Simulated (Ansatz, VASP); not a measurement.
## Two plane-wave programs on SnSe

```
CELL_PARAMETERS angstrom
3.81931 0.00000 0.00000
-1.90965 3.30762 0.00000
0.00000 0.00000 21.14583
ATOMIC_POSITIONS crystal
Sn 0.00000 0.00000 0.35240
Sn 0.00000 0.00000 0.64760
Se 0.33333 0.66667 0.42659
Se 0.66667 0.33333 0.57341
```

Alike in both runs: functional PBEsol; k mesh 9 × 9 × 1; occupations gaussian, width 0.05 eV; no spin polarisation.

Ansatz relaxed the structure, and its values are those at the end. VASP's run is a single point on that final structure, the one shown.

|  | VASP | Ansatz |
| --- | --- | --- |
| version | VASP 6.6.1 | Ansatz 0.2.0 |
| potentials or method | VASP PAW PBE potentials, release 64 (Sn_d, Se) | scalar-relativistic, plane waves, PAW |
| plane-wave cutoff (eV) | 520 | 420 |
| valence electrons in the cell | 40 | 60 |

Ansatz gave:

| Quantity | Value |
| --- | --- |
| gap on the k mesh at the Fermi level (eV) | 1.58 |
| least direct gap on the mesh (eV) | 1.94 |
| rms of the force components (eV/Å) | 0.005 |

Which values does VASP return?

gap on the k mesh at the Fermi level (eV): 1.57; least direct gap on the mesh (eV): 1.93; rms of the force components (eV/Å): 0.017.

The two sets of potentials don't hold the same shells in valence. Ansatz warned: «xc_potential_rough_in_thin_density».

Caveats: the PAW data sets were made with another functional, which shifts forces and pressure a little (VASP); spin-orbit coupling is left out, which moves the levels of the heavy elements.
